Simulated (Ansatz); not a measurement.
**BN: a strain scan**

Aim: for BN, see how energy and stress answer to the strain pattern (0, 0, 0, 0, 1, 0).

Method: DFT PBE, scalar-relativistic, plane waves, PAW, in Ansatz 0.2.0.

## (1) The structure to begin with

It takes space group F-43m (No. 216, cubic). Conventional cell: a = 3.626 Å, b = 3.626 Å, c = 3.626 Å, α = 90.00°, β = 90.00°, γ = 90.00°. B (site symmetry -43m) is surrounded by 4 N at 1.57 Å. Around N (site symmetry -43m) lie 4 B at 1.57 Å.

Coordinates:

```
CELL_PARAMETERS angstrom
0.00000 1.81300 1.81300
1.81300 0.00000 1.81300
1.81300 1.81300 0.00000
ATOMIC_POSITIONS crystal
B 0.00000 0.00000 0.00000
N 0.75000 0.75000 0.75000
```

It goes back to an entry of the Materials Project, which need not be the stable form.

No relaxation comes first: the listed cell is the starting point.

## (2) The scan: a strain scan

The cell is strained by ε times the Voigt pattern (0, 0, 0, 0, 1, 0) (xx, yy, zz, yz, xz, xy; engineering shear), with fractional coordinates fixed (clamped ions). The stress on the pattern is the sum of the stress components weighted by it, tension positive.

## (3) Point ε = -0.0400

The input, input.yaml:

```yaml
crystal:
  lattice:
    - [-0.03626002, 1.813001, 1.813001]
    - [1.77674098, 0.0, 1.77674098]
    - [1.813001, 1.813001, -0.03626002]
  atoms:
    - { symbol: B, position: [0.0, 0.0, 0.0] }
    - { symbol: "N", position: [0.75, 0.75, 0.75] }
basis:
  ecutwfc: 420
kpoints:
  mp_grid: { grid: [12, 12, 12] }
hamiltonian:
  xc: pbe
scf:
  occupations: { method: gaussian, width: 0.05 }
output:
  forces: true
  stress: true
  eigenvalues: true
```

Launch:

```console
ansatz run input.yaml --threads 1 --pin off --max-ram 2560MiB --backend cpu --events-out ev --progress --plain --runs-dir out
```

Output (excerpt; [...] marks lines left out):

```text
Warning: RAYON_NUM_THREADS=1 ignored (pool sized by the plan → 1); use --threads N
[...]
Pseudopotentials: kind: paw
Pseudopotential: B, paw, valence charge 3, recommended cutoff 420 eV (normal), B.paw.azcp
Pseudopotential: N, paw, valence charge 5, recommended cutoff 420 eV (normal), N.paw.azcp
Functional definition: PBE
[...]
Crystal: 2 atoms, lattice volume = 11.914 Å³
Basis set: ecut = 420 eV, 255 PW (Γ), exchange–correlation on 36×36×36 points (8 copies of the dense FFT grid, shifted against one another)
Bands: 8, of which v1, the nominal top of the filled ones, is band 4 counted from 1 (3 counted from 0)
Symmetry: 4 space group operations
Space group: Imm2 (ITA 44), of the structure as read, at distance tolerance 2.3e-5 Å
k-points: 280 of 1728 (time reversal used)
[...]
SCF iter   1: F=—  HF=-542.249382 eV  |F-HF|=—  |Δ(HF+E_count)|=         —  Δρ=1.78e-3  dr2=1.76e-4  ethr=1.77e-3  ⟨swp⟩=4.3  Hψ=14191  notcnv=0
[...]
SCF iter   6: F=-542.249580 eV  HF=-542.249580 eV  |F-HF|=2.42e-11  |Δ(HF+E_count)|=   4.45e-9  Δρ=4.19e-7  dr2=1.01e-11  ethr=1.82e-11  ⟨swp⟩=1.1  Hψ=6720  notcnv=0
[...]
SCF converged after 6 iterations
Free energy (F): -542.249580 eV
[...]
E sigma→0 (E₀):  -542.249580 eV
Fermi energy:    13.265012 eV
[...]
--- Forces (eV/Å), atoms counted from 1 ---
  atom   1  B      0.00000000     0.05186161    -0.00000000
  atom   2  N      0.00000000    -0.05186198     0.00000000
[...]
--- Stress (GPa, compression-positive) ---
        0.576592       0.000000      17.679262
       -0.000000      -0.190692      -0.000000
       17.679262       0.000000       0.576592
  P = ⅓ Tr σ = 0.3208 GPa (3.208 kbar)
--- Band table (eV; the first three rows and the last of 280) ---
  k-point 0: bands = ["-9.0973", "10.9685", "11.0211", "11.1221", "19.3079", "19.4642", "20.3727", "21.6060"]
[...]
```

It took 2.8 s on 1 thread of Intel Xeon Platinum 8259CL at 2.50GHz (Skylake/Cascade Lake), shared host; peak memory 0.38 GiB.

## (4) At ε = 0.0300

input.yaml: that of step 3 with these lines changed.

```diff
@@ -2,5 +2,5 @@
   lattice:
-    - [-0.03626002, 1.813001, 1.813001]
-    - [1.77674098, 0.0, 1.77674098]
-    - [1.813001, 1.813001, -0.03626002]
+    - [0.027195015, 1.813001, 1.813001]
+    - [1.840196015, 0.0, 1.840196015]
+    - [1.813001, 1.813001, 0.027195015]
   atoms:
@@ -20 +20,5 @@
   eigenvalues: true
+  write_density: true
+  write_potential: true
+  elf: true
+  volumetric_format: npy
```

Launch:

```console
ansatz run input.yaml --threads 1 --pin off --max-ram 2560MiB --backend cpu --events-out ev --progress --plain --runs-dir out
```

Output (excerpt; [...] marks lines left out):

```text
Warning: RAYON_NUM_THREADS=1 ignored (pool sized by the plan → 1); use --threads N
[...]
[... 4 set-up lines as earlier in the session ...]
[...]
Crystal: 2 atoms, lattice volume = 11.916 Å³
Basis set: ecut = 420 eV, 255 PW (Γ), exchange–correlation on 36×36×36 points (8 copies of the dense FFT grid, shifted against one another)
Bands: 8, of which v1, the nominal top of the filled ones, is band 4 counted from 1 (3 counted from 0)
[... 2 set-up lines as earlier in the session ...]
k-points: 280 of 1728 (time reversal used)
[...]
SCF iter   1: F=—  HF=-542.260872 eV  |F-HF|=—  |Δ(HF+E_count)|=         —  Δρ=1.70e-3  dr2=1.71e-4  ethr=1.77e-3  ⟨swp⟩=4.3  Hψ=14190  notcnv=0
[...]
SCF iter   6: F=-542.261063 eV  HF=-542.261063 eV  |F-HF|=4.47e-11  |Δ(HF+E_count)|=   4.76e-9  Δρ=5.23e-7  dr2=1.35e-11  ethr=1.99e-11  ⟨swp⟩=4.1  Hψ=9987  notcnv=0
[...]
SCF converged after 6 iterations
Free energy (F): -542.261063 eV
[...]
E sigma→0 (E₀):  -542.261063 eV
Fermi energy:    13.271638 eV
[...]
--- Forces (eV/Å), atoms counted from 1 ---
  atom   1  B      0.00000000    -0.03860178    -0.00000000
  atom   2  N      0.00000000     0.03860240    -0.00000000
[...]
--- Stress (GPa, compression-positive) ---
        0.147933      -0.000000     -13.251273
        0.000000      -0.284667       0.000000
      -13.251273       0.000000       0.147933
  P = ⅓ Tr σ = 0.0037 GPa (0.037 kbar)
--- Band table (eV; the first three rows and the last of 280) ---
  k-point 0: bands = ["-9.0963", "10.9829", "11.0266", "11.0978", "19.4325", "19.6011", "20.2309", "21.4509"]
[...]
```

Run time: 4.4 s. Hardware: 1 thread of Intel Xeon Platinum 8259CL at 2.50GHz (Skylake/Cascade Lake), shared host; peak memory 0.37 GiB.

The maps below are laid out on this run's own conventional cell (a, b, c = 2.526, 2.602, 3.626 Å).

Density in a lattice plane of the grid's cell (edges 2.53 and 3.63 Å, at 0.000 of the third edge), which holds B and N.

Values in e/Å³, 12 rows by 8 columns:
```
0.53 0.56 0.44 0.29 0.23 0.29 0.44 0.56
0.62 0.49 0.28 0.15 0.11 0.15 0.28 0.49
0.37 0.31 0.19 0.11 0.09 0.11 0.19 0.31
0.19 0.17 0.13 0.11 0.10 0.11 0.13 0.17
0.11 0.12 0.14 0.19 0.22 0.19 0.14 0.12
0.08 0.12 0.24 0.43 0.56 0.43 0.24 0.12
0.12 0.20 0.54 1.22 1.73 1.22 0.54 0.20
0.21 0.37 1.09 2.59 3.49 2.59 1.09 0.37
0.40 0.64 1.63 3.32 3.63 3.32 1.63 0.64
0.65 0.91 1.68 3.00 3.47 3.00 1.68 0.91
0.55 0.88 1.23 1.54 1.75 1.54 1.23 0.88
0.22 0.60 0.73 0.62 0.58 0.62 0.73 0.60
```
Columns run along the first of these edges and rows up along the second, over one cell in 8 and 12 even steps from the bottom left corner. Atoms in the plane (fractional): B at (0.00, 0.00), N at (0.50, 0.25).

ELF in the same plane.

Ten even steps from '0' (0.00) to '9' (0.91):
```
0002344434443200
1112222111222211
3332211000112233
3332110000011233
3221100000001122
1111000000000111
0000000000000000
0000001111100000
0000012333210000
0001235666532100
0012467888764210
0024677888776420
0135777656777531
1257775212577752
2468875101578864
3579986313689975
3589998656899985
1369999888999963
0037999888999730
0014677767776410
```
Columns run along the first of these edges and rows up along the second, over one cell in 16 and 20 even steps from the bottom left corner. Atoms in the plane (fractional): B at (0.00, 0.00), N at (0.50, 0.25).

Both are smooth fields of the valence electrons: close to the nuclei they are not physical.

The highest ELF values outside the cores: 0.93 on the B–N line, 0.7 Å from B.

## (5) At ε = -0.0200

The input, input.yaml:

```yaml
crystal:
  lattice:
    - [-0.01813001, 1.813001, 1.813001]
    - [1.79487099, 0.0, 1.79487099]
    - [1.813001, 1.813001, -0.01813001]
  atoms:
    - { symbol: B, position: [0.0, 0.0, 0.0] }
    - { symbol: "N", position: [0.75, 0.75, 0.75] }
basis:
  ecutwfc: 420
kpoints:
  mp_grid: { grid: [12, 12, 12] }
hamiltonian:
  xc: pbe
scf:
  occupations: { method: gaussian, width: 0.05 }
output:
  forces: true
  stress: true
  eigenvalues: true
```

Launch:

```console
ansatz run input.yaml --threads 1 --pin off --max-ram 2560MiB --backend cpu --events-out ev --progress --plain --runs-dir out
```

Output (excerpt; [...] marks lines left out):

```text
Warning: RAYON_NUM_THREADS=1 ignored (pool sized by the plan → 1); use --threads N
[...]
[... 4 set-up lines as earlier in the session ...]
[...]
Crystal: 2 atoms, lattice volume = 11.917 Å³
Basis set: ecut = 420 eV, 259 PW (Γ), exchange–correlation on 36×36×36 points (8 copies of the dense FFT grid, shifted against one another)
Bands: 8, of which v1, the nominal top of the filled ones, is band 4 counted from 1 (3 counted from 0)
[... 2 set-up lines as earlier in the session ...]
k-points: 280 of 1728 (time reversal used)
[...]
SCF iter   1: F=—  HF=-542.269111 eV  |F-HF|=—  |Δ(HF+E_count)|=         —  Δρ=1.65e-3  dr2=1.69e-4  ethr=1.77e-3  ⟨swp⟩=4.3  Hψ=14186  notcnv=0
[...]
SCF iter   6: F=-542.269298 eV  HF=-542.269298 eV  |F-HF|=3.40e-11  |Δ(HF+E_count)|=   5.20e-9  Δρ=4.60e-7  dr2=1.15e-11  ethr=2.30e-11  ⟨swp⟩=1.3  Hψ=6720  notcnv=0
[...]
SCF converged after 6 iterations
Free energy (F): -542.269298 eV
[...]
E sigma→0 (E₀):  -542.269298 eV
Fermi energy:    13.273527 eV
[...]
--- Forces (eV/Å), atoms counted from 1 ---
  atom   1  B      0.00000000     0.02552425     0.00000000
  atom   2  N     -0.00000000    -0.02552459    -0.00000000
[...]
--- Stress (GPa, compression-positive) ---
       -0.155748       0.000000       8.828759
        0.000000      -0.350827       0.000000
        8.828759       0.000000      -0.155748
  P = ⅓ Tr σ = -0.2208 GPa (-2.208 kbar)
--- Band table (eV; the first three rows and the last of 280) ---
  k-point 0: bands = ["-9.0956", "10.9985", "11.0304", "11.0742", "19.5595", "19.7148", "20.0916", "21.3240"]
[...]
```

Wall time 2.7 s (1 thread of Intel Xeon Platinum 8259CL at 2.50GHz (Skylake/Cascade Lake), shared host); peak memory 0.37 GiB.

## (6) At ε = 0.0100

input.yaml: that of step 5 with these lines changed.

```diff
@@ -2,5 +2,5 @@
   lattice:
-    - [-0.01813001, 1.813001, 1.813001]
-    - [1.79487099, 0.0, 1.79487099]
-    - [1.813001, 1.813001, -0.01813001]
+    - [0.009065005, 1.813001, 1.813001]
+    - [1.822066005, 0.0, 1.822066005]
+    - [1.813001, 1.813001, 0.009065005]
   atoms:
```

Launch:

```console
ansatz run input.yaml --threads 1 --pin off --max-ram 2560MiB --backend cpu --events-out ev --progress --plain --runs-dir out
```

Output (excerpt; [...] marks lines left out):

```text
[...]
SCF converged after 6 iterations
Free energy (F): -542.274237 eV
[...]
E sigma→0 (E₀):  -542.274237 eV
Fermi energy:    13.271319 eV
[...]
--- Forces (eV/Å), atoms counted from 1 ---
  atom   1  B      0.00000000    -0.01265868     0.00000000
  atom   2  N     -0.00000000     0.01265919    -0.00000000
[...]
--- Stress (GPa, compression-positive) ---
       -0.340203      -0.000000      -4.413210
       -0.000000      -0.390358       0.000000
       -4.413210       0.000000      -0.340203
  P = ⅓ Tr σ = -0.3569 GPa (-3.569 kbar)
--- Band table (eV; the first three rows and the last of 280) ---
  k-point 0: bands = ["-9.0952", "11.0153", "11.0327", "11.0531", "19.6889", "19.7926", "19.9549", "21.2385"]
[...]
```

Run time: 3 s. Hardware: 1 thread of Intel Xeon Platinum 8259CL at 2.50GHz (Skylake/Cascade Lake), shared host; peak memory 0.37 GiB.

## (7) At ε = 0.0350

input.yaml: that of step 6 with these lines changed.

```diff
@@ -2,5 +2,5 @@
   lattice:
-    - [0.009065005, 1.813001, 1.813001]
-    - [1.822066005, 0.0, 1.822066005]
-    - [1.813001, 1.813001, 0.009065005]
+    - [0.0317275175, 1.813001, 1.813001]
+    - [1.8447285175, 0.0, 1.8447285175]
+    - [1.813001, 1.813001, 0.0317275175]
   atoms:
```

Launch:

```console
ansatz run input.yaml --threads 1 --pin off --max-ram 2560MiB --backend cpu --events-out ev --progress --plain --runs-dir out
```

Output (excerpt; [...] marks lines left out):

```text
[...]
SCF converged after 6 iterations
Free energy (F): -542.255707 eV
[...]
E sigma→0 (E₀):  -542.255707 eV
Fermi energy:    13.268828 eV
[...]
--- Forces (eV/Å), atoms counted from 1 ---
  atom   1  B      0.00000000    -0.04514844    -0.00000000
  atom   2  N     -0.00000000     0.04514879     0.00000000
[...]
--- Stress (GPa, compression-positive) ---
        0.344593       0.000000     -15.462973
        0.000000      -0.241557      -0.000000
      -15.462973      -0.000000       0.344593
  P = ⅓ Tr σ = 0.1492 GPa (1.492 kbar)
--- Band table (eV; the first three rows and the last of 280) ---
  k-point 0: bands = ["-9.0968", "10.9755", "11.0240", "11.1097", "19.3699", "19.5349", "20.3015", "21.5255"]
[...]
```

It took 2.9 s on 1 thread of Intel Xeon Platinum 8259CL at 2.50GHz (Skylake/Cascade Lake), shared host; peak memory 0.37 GiB.

## (8) Point ε = 0.0250

input.yaml: that of step 7 with these lines changed.

```diff
@@ -2,5 +2,5 @@
   lattice:
-    - [0.0317275175, 1.813001, 1.813001]
-    - [1.8447285175, 0.0, 1.8447285175]
-    - [1.813001, 1.813001, 0.0317275175]
+    - [0.0226625125, 1.813001, 1.813001]
+    - [1.8356635125, 0.0, 1.8356635125]
+    - [1.813001, 1.813001, 0.0226625125]
   atoms:
```

Launch:

```console
ansatz run input.yaml --threads 1 --pin off --max-ram 2560MiB --backend cpu --events-out ev --progress --plain --runs-dir out
```

Output (excerpt; [...] marks lines left out):

```text
Warning: RAYON_NUM_THREADS=1 ignored (pool sized by the plan → 1); use --threads N
[...]
[... 4 set-up lines as earlier in the session ...]
[...]
Crystal: 2 atoms, lattice volume = 11.917 Å³
Basis set: ecut = 420 eV, 255 PW (Γ), exchange–correlation on 36×36×36 points (8 copies of the dense FFT grid, shifted against one another)
Bands: 8, of which v1, the nominal top of the filled ones, is band 4 counted from 1 (3 counted from 0)
[... 2 set-up lines as earlier in the session ...]
k-points: 280 of 1728 (time reversal used)
[...]
SCF iter   1: F=—  HF=-542.265418 eV  |F-HF|=—  |Δ(HF+E_count)|=         —  Δρ=1.67e-3  dr2=1.70e-4  ethr=1.77e-3  ⟨swp⟩=4.3  Hψ=14186  notcnv=0
[...]
SCF iter   6: F=-542.265610 eV  HF=-542.265610 eV  |F-HF|=4.59e-11  |Δ(HF+E_count)|=   5.19e-9  Δρ=5.29e-7  dr2=1.44e-11  ethr=2.14e-11  ⟨swp⟩=1.3  Hψ=6720  notcnv=0
[...]
SCF converged after 6 iterations
Free energy (F): -542.265610 eV
[...]
E sigma→0 (E₀):  -542.265610 eV
Fermi energy:    13.273402 eV
[...]
--- Forces (eV/Å), atoms counted from 1 ---
  atom   1  B      0.00000000    -0.03202858    -0.00000000
  atom   2  N     -0.00000000     0.03202907     0.00000000
[...]
--- Stress (GPa, compression-positive) ---
       -0.017088       0.000000     -11.038779
        0.000000      -0.319997      -0.000000
      -11.038779      -0.000000      -0.017088
  P = ⅓ Tr σ = -0.1181 GPa (-1.181 kbar)
--- Band table (eV; the first three rows and the last of 280) ---
  k-point 0: bands = ["-9.0959", "10.9905", "11.0287", "11.0863", "19.4957", "19.6616", "20.1610", "21.3832"]
[...]
```

It took 3 s on 1 thread of Intel Xeon Platinum 8259CL at 2.50GHz (Skylake/Cascade Lake), shared host; peak memory 0.37 GiB.

## (9) ε = 0.0150

input.yaml: that of step 8 with these lines changed.

```diff
@@ -2,5 +2,5 @@
   lattice:
-    - [0.0226625125, 1.813001, 1.813001]
-    - [1.8356635125, 0.0, 1.8356635125]
-    - [1.813001, 1.813001, 0.0226625125]
+    - [0.0135975075, 1.813001, 1.813001]
+    - [1.8265985075, 0.0, 1.8265985075]
+    - [1.813001, 1.813001, 0.0135975075]
   atoms:
```

Launch:

```console
ansatz run input.yaml --threads 1 --pin off --max-ram 2560MiB --backend cpu --events-out ev --progress --plain --runs-dir out
```

Output (excerpt; [...] marks lines left out):

```text
Warning: RAYON_NUM_THREADS=1 ignored (pool sized by the plan → 1); use --threads N
[...]
[... 4 set-up lines as earlier in the session ...]
[...]
Crystal: 2 atoms, lattice volume = 11.918 Å³
Basis set: ecut = 420 eV, 259 PW (Γ), exchange–correlation on 36×36×36 points (8 copies of the dense FFT grid, shifted against one another)
Bands: 8, of which v1, the nominal top of the filled ones, is band 4 counted from 1 (3 counted from 0)
[... 2 set-up lines as earlier in the session ...]
k-points: 280 of 1728 (time reversal used)
[...]
SCF iter   1: F=—  HF=-542.271997 eV  |F-HF|=—  |Δ(HF+E_count)|=         —  Δρ=1.63e-3  dr2=1.67e-4  ethr=1.77e-3  ⟨swp⟩=4.3  Hψ=14209  notcnv=0
[...]
SCF iter   6: F=-542.272175 eV  HF=-542.272175 eV  |F-HF|=1.90e-11  |Δ(HF+E_count)|=   5.24e-9  Δρ=4.06e-7  dr2=9.90e-12  ethr=2.54e-11  ⟨swp⟩=1.4  Hψ=6720  notcnv=0
[...]
SCF converged after 6 iterations
Free energy (F): -542.272175 eV
[...]
E sigma→0 (E₀):  -542.272175 eV
Fermi energy:    13.273010 eV
[...]
--- Forces (eV/Å), atoms counted from 1 ---
  atom   1  B      0.00000000    -0.01904975     0.00000000
  atom   2  N     -0.00000000     0.01905026    -0.00000000
[...]
--- Stress (GPa, compression-positive) ---
       -0.263593      -0.000000      -6.619784
       -0.000000      -0.373202       0.000000
       -6.619784       0.000000      -0.263593
  P = ⅓ Tr σ = -0.3001 GPa (-3.001 kbar)
--- Band table (eV; the first three rows and the last of 280) ---
  k-point 0: bands = ["-9.0954", "11.0067", "11.0317", "11.0634", "19.6239", "19.7591", "20.0229", "21.2752"]
[...]
```

Wall time 2.9 s (1 thread of Intel Xeon Platinum 8259CL at 2.50GHz (Skylake/Cascade Lake), shared host); peak memory 0.37 GiB.

## (10) Point ε = 0.0050

input.yaml: that of step 9 with these lines changed.

```diff
@@ -2,5 +2,5 @@
   lattice:
-    - [0.0135975075, 1.813001, 1.813001]
-    - [1.8265985075, 0.0, 1.8265985075]
-    - [1.813001, 1.813001, 0.0135975075]
+    - [0.0045325025, 1.813001, 1.813001]
+    - [1.8175335025, 0.0, 1.8175335025]
+    - [1.813001, 1.813001, 0.0045325025]
   atoms:
```

Launch:

```console
ansatz run input.yaml --threads 1 --pin off --max-ram 2560MiB --backend cpu --events-out ev --progress --plain --runs-dir out
```

Output (excerpt; [...] marks lines left out):

```text
[...]
SCF converged after 6 iterations
Free energy (F): -542.275433 eV
[...]
E sigma→0 (E₀):  -542.275433 eV
Fermi energy:    13.268389 eV
[...]
--- Forces (eV/Å), atoms counted from 1 ---
  atom   1  B      0.00000000    -0.00624905     0.00000000
  atom   2  N     -0.00000000     0.00624931    -0.00000000
[...]
--- Stress (GPa, compression-positive) ---
       -0.388411       0.000000      -2.205050
        0.000000      -0.401607      -0.000000
       -2.205050      -0.000000      -0.388411
  P = ⅓ Tr σ = -0.3928 GPa (-3.928 kbar)
--- Band table (eV; the first three rows and the last of 280) ---
  k-point 0: bands = ["-9.0951", "11.0242", "11.0333", "11.0431", "19.7545", "19.8135", "19.8874", "21.2156"]
[...]
```

Run time: 3 s. Hardware: 1 thread of Intel Xeon Platinum 8259CL at 2.50GHz (Skylake/Cascade Lake), shared host; peak memory 0.37 GiB.

## (11) All points together

Collected from the runs (energy zero: the undisturbed cell):

```tsv
ε	ΔE (meV/atom)	stress on the pattern (GPa)	pressure (GPa)	gap on the mesh (eV)
-0.0400	13.1	-17.68	0.3	4.29
-0.0200	3.2	-8.83	-0.2	4.40
0.0000	0.0	0.00	-0.4	4.46
0.0050	0.1	2.21	-0.4	4.45
0.0100	0.7	4.41	-0.4	4.44
0.0150	1.8	6.62	-0.3	4.42
0.0250	5.1	11.04	-0.1	4.37
0.0300	7.3	13.25	0.0	4.35
0.0350	10.0	15.46	0.1	4.32
```

Not run, since symmetry makes them alike: 0.0400 repeats -0.0400, -0.0300 repeats 0.0300, 0.0200 repeats -0.0200, -0.0100 repeats 0.0100. Energy, pressure and gap are the same there.

## (12) Summary of results

```
                                                              quantity    value
slope of the stress at ε = 0, from the points at -0.0200, 0 and 0.0050  441 GPa
```

**Reading.** The slope of the stress at zero strain, 441 GPa, estimates C55 with clamped ions in this Cartesian frame; letting the atoms relax could not make it stiffer. No sampled point lies below the undisturbed cell. The gap on the mesh stays between 4.29 and 4.46 eV.
